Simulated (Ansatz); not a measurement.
## Abstraction of Br: CHBrI2 + C4H9 → CHI2 + C4H9Br

Species: CHBrI2 (bromodiiodomethane) `BrC(I)I`, singlet; C4H9 `[CH2]CCC`, doublet; CHI2 `I[CH]I`, doublet; C4H9Br (1-bromobutane) `CCCCBr`, singlet. A radical takes Br: the energy is the difference in strength between two C–Br bonds in different surroundings.

Shapes, held fixed at every level: PBE0-D4/def2-TZVP. Flexible molecules stand in one conformer, not always the lowest. Programs: Ansatz 0.2.0. The zero-point and thermal change to 298 K, harmonic and unscaled (PBE0-D4/def2-TZVP), is +5.6 kJ/mol.

```
                level                    kind  ΔH(298 K) (kJ/mol)  less CCSD(T)/def2-SVP
         MP2/def2-SVP     perturbation theory               -41.4                  +11.5
       MP2/def2-TZVPP     perturbation theory               -38.5                  +14.4
        HF/def2-TZVPP            Hartree–Fock               -57.5                   -4.6
r2SCAN0-D4/def2-TZVPP           global hybrid               -54.0                   -1.1
   wB97M-V/def2-TZVPP  range-separated hybrid               -51.6                   +1.3
   wB97X-V/def2-TZVPP  range-separated hybrid               -56.1                   -3.2
     CCSD(T)/def2-SVP   coupled cluster or CI               -52.9                    0.0
```

The highest level, CCSD(T)/def2-SVP, gives ΔH(298 K) = -52.9 kJ/mol; the levels span -57.5 to -38.5. The column of differences is taken from that level and isn't an error. No measured value is set beside it here. Spin contamination: CHI2 (⟨S²⟩ up to 0.78). Open shells run unrestricted. For atoms past krypton def2 sets carry core potentials with scalar relativity. Relativity is left out for Br. Outer-core shells of Br, I are correlated, in sets that cover them unevenly.
